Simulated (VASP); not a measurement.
A VASP 6.6.1 single-point calculation on NaF

INCAR

```
SIGMA = 0.02
GGA = PS
NBANDS = 14
ISMEAR = -1
IBRION = -1
NELMIN = 8
LWAVE = .FALSE.
LASPH = .TRUE.
ISIF = 2
NSW = 0
NELECT = 13.5
LCHARG = .FALSE.
NELM = 84
ENCUT = 520
EDIFF = 1E-7
LREAL = .FALSE.
PREC = Accurate
```

KPOINTS

```
KPOINTS created by Atomic Simulation Environment
0
Gamma
8 8 8
0 0 0
```

POSCAR

```
Na F
 1.0000000000000000
     2.8809999999999998   -0.0442000000000000    0.0071000000000000
    -0.0442000000000000    2.8483000000000001   -0.0053000000000000
     0.0071000000000000   -0.0053000000000000    2.7248000000000001
 Na  F
   1   1
Cartesian
 -0.0146883700000000  2.8382543800000004  0.0975141600000000
  1.5263187000000000  1.4204759400000000  1.4180113300000001
```

The recommended PBE PAW datasets give the neutral cell 14 valence electrons.

Command

```
mpirun -np 1 vasp_std
```

Task: Predict the outcome of this run.

Result: It converged. Results: pressure -18.8 GPa; largest force 0.18 eV/Å.

OSZICAR

```
N       E                     dE             d eps       ncg     rms          rms(c)
DAV:   1     0.971341092187E+02    0.97134E+02   -0.65179E+03  7330   0.118E+03
DAV:   2    -0.270316796530E+01   -0.99837E+02   -0.94225E+02  8222   0.324E+02
DAV:   3    -0.742073526958E+01   -0.47176E+01   -0.46518E+01  8570   0.632E+01
DAV:   4    -0.745540280028E+01   -0.34668E-01   -0.34662E-01  8300   0.579E+00
DAV:   5    -0.745572090818E+01   -0.31811E-03   -0.31811E-03  8780   0.556E-01    0.207E+00
DAV:   6    -0.761643073720E+01   -0.16071E+00   -0.68383E-02  7634   0.501E+00    0.702E-01
DAV:   7    -0.760799608312E+01    0.84347E-02   -0.50763E-02  9356   0.240E+00    0.523E-01
DAV:   8    -0.760767635913E+01    0.31972E-03   -0.39602E-03  7934   0.627E-01    0.251E-01
DAV:   9    -0.760831008971E+01   -0.63373E-03   -0.18280E-03  7652   0.605E-01    0.412E-02
DAV:  10    -0.760832387900E+01   -0.13789E-04   -0.11813E-04  8924   0.105E-01    0.149E-02
DAV:  11    -0.760833264826E+01   -0.87693E-05   -0.11077E-05  7592   0.327E-02    0.305E-03
DAV:  12    -0.760833311537E+01   -0.46711E-06   -0.75561E-07  9014   0.782E-03    0.227E-03
DAV:  13    -0.760833314158E+01   -0.26208E-07   -0.21075E-07  7826   0.418E-03
   1 F= -.76083331E+01 E0= -.76062093E+01  d E =-.424770E-02
```

The cell is charged and sits in a uniform background.

For comparison, a separate PBEsol run of the intended cell, on usual settings and not on those above, gives a gap of 5.62 eV on its mesh and a pressure of 0.3 GPa.
